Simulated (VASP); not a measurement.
Input of a VASP 6.6.1 run:

The input INCAR:

```
SYSTEM = Ca
ALGO     = Normal         ! electronic algorithm
EDIFF    = 1E-7           ! SCF threshold, eV
EDIFFG   = -0.005         ! ionic threshold
ENCUT    = 520            ! plane-wave cutoff, eV
GGA      = PE             ! functional
IBRION   = 2              ! ionic algorithm
ISIF     = 3              ! what is computed and relaxed
ISMEAR   = 0              ! smearing method
LASPH    = .TRUE.         ! aspherical terms in the spheres
LCHARG   = .FALSE.        ! write CHGCAR
LREAL    = .FALSE.        ! projectors in reciprocal space
LWAVE    = .FALSE.        ! write WAVECAR
NELM     = 120            ! most SCF steps
NSW      = 60             ! ionic steps
POTIM    = 0.3            ! step
PREC     = Accurate       ! precision mode
SIGMA    = 0.1            ! smearing width, eV
```

KPOINTS

```
k-points
0
G
  13 13 7
  0 0 0
```

Contents of POSCAR:

```
Ca                                      
1.0
    3.8984997830     -0.0000000000     -0.0000000000
   -1.9492498915      3.3761998515     -0.0000000000
   -0.0000000000      0.0000000000      6.4355169689
  Ca            
     2
Direct
     0.3333333300000021    0.6666666699999979    0.2500000000000000
     0.6666666699999979    0.3333333300000021    0.7500000000000000
```

Potentials or basis: VASP PAW PBE potentials, release 64 (Ca_sv).

Command:

```console
$ cat potpaw_PBE.64/Ca_sv/POTCAR > POTCAR
$ mpirun -np 1 vasp_std > vasp.out
```

Estimate the band gap on the k mesh.

none (metal or under the smearing width).

Final structure:
```
Ca
1.0
     3.89850    0.00000    0.00000
    -1.94925    3.37620    0.00000
     0.00000    0.00000    6.43552
Ca
2
Direct
  0.33333 0.66667 0.25000
  0.66667 0.33333 0.75000
```

Caveat: the relaxation stopped at its first step, so nothing moved.
